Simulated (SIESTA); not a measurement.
**TiNi under changes of volume**

One of the cells (13.403 Å³/atom); the others are scaled copies at fixed shape and fractional positions:

```
Ni Ti
1.0
     2.73580    0.00000    0.00000
     0.00000    2.73580    0.00000
     0.00000    0.00000    3.58141
Ni Ti
1 1
Direct
  0.00000 0.00000 0.00000
  0.50000 0.50000 0.50000
```

The cell comes from a database or a generator and needn't be the stable form of this composition.

| Property | Result |
| --- | --- |
| Program | SIESTA 5.4.2 |
| Functional | LDA |
| Potentials or basis | PseudoDojo 0.4 standard (LDA files) |
| Basis | DZP (energy shift 0.003 Ry; two zetas on semicore shells) |
| Grid cutoff | 800 Ry |
| Energy shift | 0.003 Ry |
| k mesh | 8 × 8 × 6 |
| Occupations | fermi-dirac, width 0.05 eV |
| Spin | collinear spin, ferromagnetic start |
| Starting moments | [1.0, 1.0] μB |

| volume (Å³/atom) | energy over the lowest point (meV/atom) | pressure (GPa) |
| --- | --- | --- |
| 12.599 | 0.00 | -3.2 |
| 12.867 | 8.68 | -6.9 |
| 13.135 | 23.20 | -10.2 |
| 13.403 | 42.98 | -13.2 |
| 13.671 | ? | ? |
| 13.939 | 96.01 | -18.1 |
| 14.207 | 128.24 | -20.2 |

Question: What does the run at 13.671 Å³/atom give?

Answer: Energy over the lowest point 67.45 meV/atom; pressure -15.8 GPa.

Worked out: A Birch-Murnaghan fit of order 3 (a polynomial in V^(-2/3)) to the other rows has its minimum at 12.39 Å³/atom, just outside them, with B0 = V·E''(V) = 201 GPa and B' = 4.4 at fixed shape and positions, which overstates the stiffness. It gives 67.42 meV/atom at 13.671 Å³/atom, against the run's 67.45, and -dE/dV = -15.9 GPa, against -15.8.

Energies are extrapolated to zero smearing.

Caveats: short orbitals over semicore shells can move pressures by several GPa; the basis of atomic orbitals isn't converged, which shifts pressures, moduli and gaps.
